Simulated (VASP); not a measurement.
# MgO in VASP: one cell, several levels of theory, part 2 of 2

VASP 6.6.1, plane waves, PAW.

## Step 3: r2SCAN at this geometry

File INCAR:

```
ENCUT = 520.000000
SIGMA = 0.010000
EDIFF = 1.00e-07
ALGO = Normal
METAGGA = R2SCAN
PREC = Accurate
IBRION = -1
ISIF = 2
ISMEAR = 0
NBANDS = 11
NELM = 120
NSW = 0
LASPH = .TRUE.
LCHARG = .FALSE.
LWAVE = .FALSE.
LREAL = .FALSE.
```

File KPOINTS:

```
KPOINTS created by Atomic Simulation Environment
0
Gamma
10 10 10
0 0 0
```

File KPOINTS_OPT:

```
special points
6
Reciprocal
0.0000000000 0.0000000000 0.0000000000 1
0.5000000000 0.0000000000 0.5000000000 1
0.6250000000 0.2500000000 0.6250000000 1
0.3750000000 0.3750000000 0.7500000000 1
0.5000000000 0.5000000000 0.5000000000 1
0.5000000000 0.2500000000 0.7500000000 1
```

File POSCAR:

```
Mg O
 1.0000000000000000
     0.0194450486000000    2.1021674168000000    2.1021674168000000
     2.1021674168000000    0.0194450486000000    2.1021674168000000
     2.1216124654000001    2.1216124654000001    0.0000000000000000
 Mg  O
   1   1
Cartesian
  0.0000000000000000  0.0000000000000000  0.0000000000000000
  2.1216124654000001  2.1216124654000001  2.1021674168000004
```

On the command line:

```sh
mpirun -np 1 vasp_std
```

Standard output, without the iteration lines:

```text
POSCAR found type information on POSCAR MgO
 POSCAR found :  2 types and       2 ions
 -----------------------------------------------------------------------------
|                                                                             |
|                                                                             |
|     You enforced a specific xc type in the INCAR file but a different       |
|     I HOPE YOU KNOW WHAT YOU ARE DOING!                                     |
|                                                                             |
 -----------------------------------------------------------------------------

 LDA part: xc-table for (None), standard interpolation
 POSCAR, INCAR and KPOINTS ok, starting setup
 FFT: planning ... GRIDC
 FFT: planning ... GRID_SOFT
 FFT: planning ... GRID
 WAVECAR not read
 entering main loop
 Start KPOINTS_OPT (optional k-point list driver)
k-point batch [1-6\6]
```

OSZICAR:

```text
N       E                     dE             d eps       ncg     rms          rms(c)
DAV:   1     0.760298390234E+01    0.76030E+01   -0.47899E+03  4330   0.666E+02
DAV:   2    -0.193125787214E+02   -0.26916E+02   -0.26295E+02  4376   0.141E+02
DAV:   3    -0.198398388367E+02   -0.52726E+00   -0.52685E+00  4490   0.172E+01
DAV:   4    -0.198411791290E+02   -0.13403E-02   -0.13403E-02  4227   0.996E-01
DAV:   5    -0.198411841238E+02   -0.49948E-05   -0.49948E-05  4446   0.601E-02    0.682E+00
DAV:   6    -0.160790752993E+02    0.37621E+01   -0.54503E+00  3948   0.128E+01    0.194E+00
DAV:   7    -0.161489650779E+02   -0.69890E-01   -0.23491E-01  4290   0.350E+00    0.144E+00
DAV:   8    -0.161615617455E+02   -0.12597E-01   -0.63817E-02  3942   0.242E+00    0.533E-01
DAV:   9    -0.161581467978E+02    0.34149E-02   -0.10466E-02  4104   0.676E-01    0.148E-01
DAV:  10    -0.161579806684E+02    0.16613E-03   -0.11550E-03  4197   0.244E-01    0.215E-02
DAV:  11    -0.161579902009E+02   -0.95325E-05   -0.10708E-05  4281   0.306E-02    0.638E-03
DAV:  12    -0.161579904046E+02   -0.20371E-06   -0.29130E-07  4269   0.389E-03    0.391E-03
DAV:  13    -0.161579901191E+02    0.28548E-06   -0.10509E-06  4089   0.687E-03    0.958E-05
DAV:  14    -0.161579900524E+02    0.66736E-07   -0.48434E-09  2103   0.639E-04
   1 F= -.16157990E+02 E0= -.16157990E+02  d E =-.297278E-95
       N       E                     dE             ncg
DAV:   1     0.216336190571E+04   -0.19766E+04      148
DAV:   2     0.199812073257E+04   -0.16524E+03      153
DAV:   3     0.199455774205E+04   -0.35630E+01      159
DAV:   4     0.199454806846E+04   -0.96736E-02      147
DAV:   5     0.199454802385E+04   -0.44609E-04      159
DAV:   6     0.199454802360E+04   -0.24751E-06      141
DAV:   7     0.199454802360E+04   -0.12301E-08      140
```

Parts of OUTCAR:

```text
k-points           NKPTS =    171   k-points in BZ     NKDIM =    171   number of bands    NBANDS=     11

   NELECT =       8.0000    total number of electrons

   dimension x,y,z NGX =    24 NGY =   24 NGZ =   24
   dimension x,y,z NGXF=    48 NGYF=   48 NGZF=   48

  energy-cutoff  :      520.00
  volume of cell :       18.58
      direct lattice vectors                 reciprocal lattice vectors
     0.019445049  2.102167417  2.102167417    -0.240070404  0.240070404  0.237849753
     2.102167417  0.019445049  2.102167417     0.240070404 -0.240070404  0.237849753
     2.121612465  2.121612465  0.000000000     0.235669807  0.235669807 -0.237849753

 k-points in reciprocal lattice and weights: KPOINTS created by Atomic Simulation Env
   0.00000000  0.00000000  0.00000000       0.001
   0.10000000  0.00000000  0.00000000       0.004
   0.20000000  0.00000000  0.00000000       0.004
   0.30000000  0.00000000  0.00000000       0.004
   0.40000000  0.00000000  0.00000000       0.004
   0.50000000  0.00000000  0.00000000       0.002
   0.10000000  0.10000000  0.00000000       0.002
   0.20000000  0.10000000  0.00000000       0.004
[... 163 more k-points ...]

 E-fermi :   3.0342

 k-point     1 :       0.0000    0.0000    0.0000
  band No.  band energies     occupation
      1     -15.4113      2.00000
      2       2.7481      2.00000
      3       2.8169      2.00000
      4       2.8901      2.00000
      5       8.4742      0.00000
      6      19.4095      0.00000
      7      19.6893      0.00000
      8      19.9636      0.00000
      9      23.8385      0.00000
     10      25.6198      0.00000
     11      25.6260      0.00000

 k-point     2 :       0.1000    0.0000    0.0000
  band No.  band energies     occupation
      1     -15.3043      2.00000
      2       2.2322      2.00000
      3       2.6772      2.00000
      4       2.7697      2.00000
      5       9.0892      0.00000
      6      18.5544      0.00000
      7      19.6706      0.00000
      8      20.0353      0.00000
      9      24.8455      0.00000
     10      24.9186      0.00000
     11      25.5696      0.00000

 k-point     3 :       0.2000    0.0000    0.0000
  band No.  band energies     occupation
      1     -15.0115      2.00000
      2       0.9097      2.00000
      3       2.4974      2.00000
      4       2.5833      2.00000
      5      10.2947      0.00000
      6      17.0085      0.00000
      7      20.2156      0.00000
      8      20.5174      0.00000
      9      24.0769      0.00000
     10      24.2865      0.00000
     11      26.5826      0.00000

 k-point     4 :       0.3000    0.0000    0.0000
  band No.  band energies     occupation
      1     -14.6181      2.00000
      2      -0.4356      2.00000
      3       2.2860      2.00000
      4       2.3657      2.00000
      5      11.2276      0.00000
      6      16.3735      0.00000
      7      20.3923      0.00000
      8      20.6067      0.00000
      9      24.5084      0.00000
     10      24.8552      0.00000
     11      25.9857      0.00000

 k-point     5 :       0.4000    0.0000    0.0000
  band No.  band energies     occupation
      1     -14.2681      2.00000
      2      -1.4208      2.00000
      3       2.1227      2.00000
      4       2.1977      2.00000
      5      11.5520      0.00000
      6      16.5722      0.00000
      7      20.1879      0.00000
      8      20.3742      0.00000
      9      25.3990      0.00000
     10      25.8634      0.00000
     11      26.2769      0.00000

 k-point     6 :       0.5000    0.0000    0.0000
  band No.  band energies     occupation
      1     -14.1250      2.00000
      2      -1.7847      2.00000
      3       2.0620      2.00000
      4       2.1353      2.00000
      5      11.5867      0.00000
      6      16.7940      0.00000
      7      20.0727      0.00000
      8      20.2560      0.00000
      9      25.1919      0.00000
     10      26.6842      0.00000
     11      27.1051      0.00000

 k-point     7 :       0.1000    0.1000    0.0000
  band No.  band energies     occupation
      1     -15.2723      2.00000
      2       2.1239      2.00000
      3       2.5861      2.00000
      4       2.7391      2.00000
      5       9.2907      0.00000
      6      18.0487      0.00000
      7      19.7967      0.00000
      8      20.3283      0.00000
      9      23.6736      0.00000
     10      25.9450      0.00000
     11      26.1790      0.00000

 k-point     8 :       0.2000    0.1000    0.0000
  band No.  band energies     occupation
      1     -15.0463      2.00000
      2       1.1777      2.00000
      3       2.3943      2.00000
      4       2.5495      2.00000
      5      10.3070      0.00000
      6      16.8221      0.00000
      7      20.2776      0.00000
      8      20.6116      0.00000
      9      22.6195      0.00000
     10      25.6945      0.00000
     11      27.8097      0.00000

 k-point     9 :       0.3000    0.1000    0.0000
  band No.  band energies     occupation
      1     -14.6903      2.00000
      2      -0.0332      2.00000
      3       2.1827      2.00000
      4       2.2712      2.00000
      5      11.3873      0.00000
      6      16.1034      0.00000
      7      20.1819      0.00000
      8      20.6023      0.00000
      9      23.1007      0.00000
     10      25.7539      0.00000
     11      27.5394      0.00000

 k-point    10 :       0.4000    0.1000    0.0000
  band No.  band energies     occupation
      1     -14.3247      2.00000
      2      -1.0610      2.00000
      3       1.9921      2.00000
      4       2.0294      2.00000
      5      11.9331      0.00000
      6      16.2561      0.00000
      7      19.5424      0.00000
      8      20.5211      0.00000
      9      24.4885      0.00000
     10      26.5983      0.00000
     11      27.0345      0.00000

 k-point    11 :       0.5000    0.1000    0.0000
  band No.  band energies     occupation
      1     -14.1066      2.00000
      2      -1.6055      2.00000
      3       1.8079      2.00000
      4       1.9846      2.00000
      5      12.0498      0.00000
      6      16.6525      0.00000
      7      19.2264      0.00000
      8      20.3620      0.00000
      9      25.7261      0.00000
     10      26.8298      0.00000
     11      27.0025      0.00000

 k-point    12 :      -0.4000    0.1000    0.0000
  band No.  band energies     occupation
      1     -14.1492      2.00000
      2      -1.4974      2.00000
      3       1.7742      2.00000
      4       2.0623      2.00000
      5      12.0573      0.00000
      6      16.5408      0.00000
      7      19.2909      0.00000
      8      20.4018      0.00000
      9      25.7504      0.00000
     10      26.2906      0.00000
     11      26.8570      0.00000

 k-point    13 :      -0.3000    0.1000    0.0000
  band No.  band energies     occupation
      1     -14.4293      2.00000
      2      -0.7709      2.00000
      3       1.9030      2.00000
      4       2.2386      2.00000
      5      11.8519      0.00000
      6      16.1429      0.00000
      7      19.6716      0.00000
      8      20.6961      0.00000
      9      23.8389      0.00000
     10      25.9854      0.00000
     11      27.1231      0.00000

 k-point    14 :      -0.2000    0.1000    0.0000
  band No.  band energies     occupation
      1     -14.8079      2.00000
      2       0.3512      2.00000
      3       2.1645      2.00000
      4       2.4539      2.00000
      5      11.0591      0.00000
      6      16.3657      0.00000
      7      20.1071      0.00000
      8      20.8172      0.00000
      9      22.7240      0.00000
     10      25.2644      0.00000
     11      27.5961      0.00000

 k-point    15 :      -0.1000    0.1000    0.0000
  band No.  band energies     occupation
      1     -15.1342      2.00000
      2       1.5172      2.00000
      3       2.4923      2.00000
      4       2.6250      2.00000
      5       9.8906      0.00000
      6      17.4495      0.00000
      7      20.1166      0.00000
      8      20.1755      0.00000
      9      23.4144      0.00000
     10      25.0990      0.00000
     11      27.0922      0.00000

 k-point    16 :       0.2000    0.2000    0.0000
  band No.  band energies     occupation
      1     -14.9027      2.00000
      2       0.8130      2.00000
      3       2.1928      2.00000
      4       2.3712      2.00000
      5      10.9829      0.00000
      6      15.8665      0.00000
      7      20.7599      0.00000
      8      20.8507      0.00000
      9      21.2376      0.00000
     10      26.8861      0.00000
     11      30.4351      0.00000

[... the tables of k-points 17 to 171 left out ...]

  Total       -0.1274159     -0.1274159     -0.1361860     -0.3386361      0.0000000      0.0000000
  in kB      -10.9885266    -10.9885266    -11.7448761    -29.2044513      0.0000000      0.0000000
  external PRESSURE =     -11.2406431 kB  Pullay stress =       0.0000000 kB

 POSITION                                       TOTAL-FORCE (eV/Angst)
 -----------------------------------------------------------------------------------
      0.00000      0.00000      0.00000        -0.000000      0.000000     -0.000000
      2.12161      2.12161      2.10217         0.000000     -0.000000      0.000000
 -----------------------------------------------------------------------------------
    total drift:                               -0.000000     -0.000000      0.000000

  FREE ENERGIE OF THE ION-ELECTRON SYSTEM (eV)
  ---------------------------------------------------
  free  energy   TOTEN  =       -16.1579900524 eV

  energy  without entropy=      -16.1579900524  energy(sigma->0) =      -16.15799005
```

The levels at the points of KPOINTS_OPT are read from vasprun.xml.

Levels at the named points, in eV from the top of band v (v: the last filled band by count, c: the next):

```csv
point,v−1,v,c,c+1
Γ,-0.07,0.00,5.58,16.52
X,-1.45,-1.45,9.97,11.05
U,-2.80,-1.25,11.01,12.91
K,-2.86,-1.14,11.13,12.78
L,-0.75,-0.67,8.83,13.69
W,-3.06,-1.86,12.62,12.66
```

Gap with r2SCAN: 5.58 eV, direct (Γ). The pressure is -1.12 GPa; the forces vanish within 0.01 eV/Å.

## Step 4: What came out

The summary covers parts 1 to 2.

| level | gap (eV) | pressure (GPa) |
| --- | --- | --- |
| PBE | 4.71 | 4.92 |
| r2SCAN | 5.58 | -1.12 |

In words: The gap spans 4.71 eV (PBE) to 5.58 eV (r2SCAN). At this one volume the pressure spans -1.1 GPa (r2SCAN) to 4.9 GPa (PBE): PBE wants the largest cell and r2SCAN the smallest.
